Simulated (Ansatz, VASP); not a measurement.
**P in VASP and in Ansatz**

```
CELL_PARAMETERS angstrom
-1.96328 1.96328 1.96328
1.96328 -1.96328 1.96328
1.96328 1.96328 -1.96328
ATOMIC_POSITIONS crystal
P 0.00000 0.00000 0.00000
```

Alike in both runs: task relaxation of cell and atoms; functional r2SCAN; k mesh 6 × 6 × 6; occupations gaussian, width 0.1 eV; no spin polarisation.

|  | VASP | Ansatz |
| --- | --- | --- |
| version | VASP 6.6.1 | Ansatz 0.2.0 |
| potentials or method | VASP PAW PBE potentials, release 64 (P) | scalar-relativistic, plane waves, PAW |
| plane-wave cutoff (eV) | 600 | 500 |
| valence electrons in the cell | 5 | 5 |

|  | VASP | Ansatz | Ansatz less VASP |
| --- | --- | --- | --- |
| gap on the k mesh at the Fermi level, each at its own relaxed structure (eV) | none | none | - |
| relaxed volume (Å³/atom) | 13.93 | 13.91 | -0.022 |
| relaxed cell length with the largest relative difference (Å) | 2.625 | 2.624 | -0.0014 |
| energy change over the relaxation (meV/atom) | -1448 | -1449 | -1.6 |

A gap of «none» marks a metal or a gap that the smearing closes.

Caveats: the k mesh is coarse (spacing up to 0.38 Å⁻¹), so the values aren't converged; the volume moved by over 15 % at a fixed basis, so the end points are rough (VASP); the PAW data sets were made with another functional, which shifts forces and pressure a little (VASP).
